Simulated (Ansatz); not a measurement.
Runs of Ansatz 0.2.0 on TiSi2. Symmetry: Fddd, No. 70, orthorhombic system. The conventional cell has a = 4.779 Å, b = 8.235 Å, c = 8.526 Å, α = 90.00°, β = 90.00°, γ = 90.00°. Ti (site symmetry 222) has 10 Si at 2.55 to 2.78 Å as nearest neighbours. Si (site symmetry 2) is surrounded by 5 Si at 2.52 to 2.79 Å and 5 Ti at 2.55 to 2.78 Å. The cell is a database's computed one.

```csv
task,level,k mesh,cutoff (eV),smearing,basis error allowed,mesh quality,pressure (GPa),largest force (eV/Å)
band structure,PBE,7 × 7 × 7,218,fermi-dirac 0.05 eV,0.002 eV/atom,not flagged,(b),0.02
band structure,PBEsol,7 × 7 × 7,218,fermi-dirac 0.05 eV,0.002 eV/atom,not flagged,(a),0.05
single point,PBEsol,4 × 4 × 4,218,fermi-dirac 0.03 eV,0.002 eV/atom,coarse,-2.1,0.12
band structure,LDA,7 × 7 × 7,218,fermi-dirac 0.05 eV,0.002 eV/atom,not flagged,(c),0.06
```

Alike in all rows: potentials or basis all-electron LAPW, scalar-relativistic; no spin polarisation; cell as given.

Fill in the values left out.

(a) -2.0; (b) 2.1; (c) -5.1.

Caveats: some runs use coarse meshes; the k mesh is thin for a metal, which can move the energy by tens of meV per atom (some runs).

Not every run made on this cell is shown here.
